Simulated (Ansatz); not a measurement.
The system is SnSe2.

```
Sn Se
1.0
     3.81100    0.00000    0.00000
    -1.90550    3.30042    0.00000
     0.00000    0.00000    6.13600
Sn Se
1 2
Cartesian
  0.0000 0.0000 0.0000
  1.9055 1.1001 4.6081
  0.0000 2.2003 1.5279
```

Base run:

```yaml
Program: Ansatz 0.2.0
Functional: HSE06 form with a typed share of exact exchange
Potentials_or_basis: Ansatz PAW
Cutoff: "420 eV (not typed: the program's choice for these potentials)"
k_mesh: 5 × 5 × 3
Occupations: fermi-dirac, width 0.05 eV
Spin: no spin polarisation
```

Its results: band gap on the k mesh 1.84 eV, indirect (least direct gap 2.29 eV); pressure 1.8 GPa; largest force 0.135 eV/Å.

**Question.** The run is repeated on the same cell with these changes: share of exact exchange from 0.35 to 0.1. What comes out?

**Answer.** Band gap on the k mesh 1.08 eV, indirect (least direct gap 1.42 eV); pressure 4.5 GPa; largest force 0.566 eV/Å.

Caveats: odd divisions of the mesh miss points on the zone boundary, where band edges often lie, so the gap on the mesh can be too wide; spin-orbit coupling is left out, which moves the levels of the heavy elements; the PAW data sets come from PBE, with cores solved anew for the run's functional, which leaves a small shift of forces and pressure; the thresholds are loose for stress.

A k mesh can miss the band edges.
